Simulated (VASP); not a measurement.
# Ca: intraband terms of a metal's spectrum

Ca, Cmce (no. 64), 4 atoms in the cell. PBE, independent-particle dielectric function; PAW potentials Ca_sv (PBE set).

## Input

INCAR.step1:
```
  EDIFF = 1E-7
  ENCUT = 310
  ISMEAR = 1
  KPAR = 4
  LASPH = T
  LCHARG = T
  LMAXMIX = 4
  LWAVE = F
  PREC = Accurate
  SIGMA = 0.1
```

INCAR.step2:
```
  CSHIFT = 0.1
  EDIFF = 1E-6
  ENCUT = 310
  ICHARG = 11
  ISMEAR = 0
  KPAR = 4
  LASPH = T
  LCHARG = F
  LMAXMIX = 4
  LWAVE = T
  NBANDS = 46
  NEDOS = 3000
  OMEGAMAX = 30
  PREC = Accurate
  SIGMA = 0.3
```

INCAR.step3, as INCAR.step2 but for:
```
- LWAVE = T
+ ALGO = None
+ ISTART = 1
+ LOPTICS = T
+ LWAVE = F
+ NELM = 1
```

INCAR.step4, as INCAR.step3 but for:
```
+ WPLASMAI = 0.03
```

INCAR.step5 to INCAR.step6 change the same tag again: WPLASMAI = 0.1, 0.3.

INCAR.step7, as INCAR.step6 but for:
```
- WPLASMAI = 0.3
+ RTIME = 40
```

INCAR.step8, as INCAR.step7 but for:
```
- RTIME = 40
+ RTIME = 20
```

INCAR.step9, as INCAR.step8 but for:
```
- RTIME = 20
+ LNABLA = T
```

INCAR.step10, as INCAR.step9 but for:
```
- ISMEAR = 0
- LNABLA = T
+ ISMEAR = -5
```

KPOINTS.step1:
```
k-points
0
Gamma
  5 5 4
```

KPOINTS.step2:
```
k-points
0
Gamma
  6 6 5
```

POSCAR:
```
Ca
1.0
    3.4629657000     -3.6694915100      0.0000000000
    3.4629657000      3.6694915100      0.0000000000
    0.0000000000      0.0000000000      7.0091196500
Ca
4
Direct
    0.6617894600      0.3382105400      0.3034858900
    0.3382105400      0.6617894600      0.6965141100
    0.8382105400      0.1617894600      0.8034858900
    0.1617894600      0.8382105400      0.1965141100
```

Commands (each step's output is kept before the next begins):
```
cat potpaw_PBE.64/Ca_sv/POTCAR > POTCAR
cp INCAR.step1 INCAR
cp KPOINTS.step1 KPOINTS
mpirun -np 4 vasp_std > vasp.out
cp INCAR.step2 INCAR
cp KPOINTS.step2 KPOINTS
mpirun -np 4 vasp_std > vasp.out
cp INCAR.step3 INCAR
mpirun -np 4 vasp_std > vasp.out
cp INCAR.step4 INCAR
mpirun -np 4 vasp_std > vasp.out
cp INCAR.step5 INCAR
mpirun -np 4 vasp_std > vasp.out
cp INCAR.step6 INCAR
mpirun -np 4 vasp_std > vasp.out
cp INCAR.step7 INCAR
mpirun -np 4 vasp_std > vasp.out
cp INCAR.step8 INCAR
mpirun -np 4 vasp_std > vasp.out
cp INCAR.step9 INCAR
mpirun -np 4 vasp_std > vasp.out
cp INCAR.step10 INCAR
mpirun -np 4 vasp_std > vasp.out
```

## Result

- Bands: 46

One ground state, settings moved in the last step alone:

| Settings | Plasma frequency (eV) | Im ε at 0.5 eV | Im ε at 1 eV | Im ε at 2 eV | Im ε at 4 eV | Time (s) |
|---|---|---|---|---|---|---|
| interband part alone | 3.15 | 61.6 | 16.9 | 5.0 | 2.5 | 16 |
| Drude term, WPLASMAI 0.03 | 3.15 | 63.9 | 17.2 | 5.1 | 2.6 | 14 |
| Drude term, WPLASMAI 0.1 | 3.15 | 69.2 | 17.9 | 5.2 | 2.6 | 13 |
| Drude term, WPLASMAI 0.3 | 3.15 | 79.0 | 19.6 | 5.4 | 2.6 | 14 |
| relaxation time RTIME 40 fs | 3.15 | 62.9 | 17.1 | 5.1 | 2.5 | 16 |
| relaxation time RTIME 20 fs | 3.15 | 64.2 | 17.2 | 5.1 | 2.6 | 12 |
| transversal form (LNABLA) | 3.11 | 60.2 | 16.5 | 4.9 | 2.5 | 10 |
| tetrahedron method | – | – | – | – | – | no result |

VASP 6.6.1 took 148 s on 4 cores (AMD EPYC 7R43 (Zen 3)), a shared host.
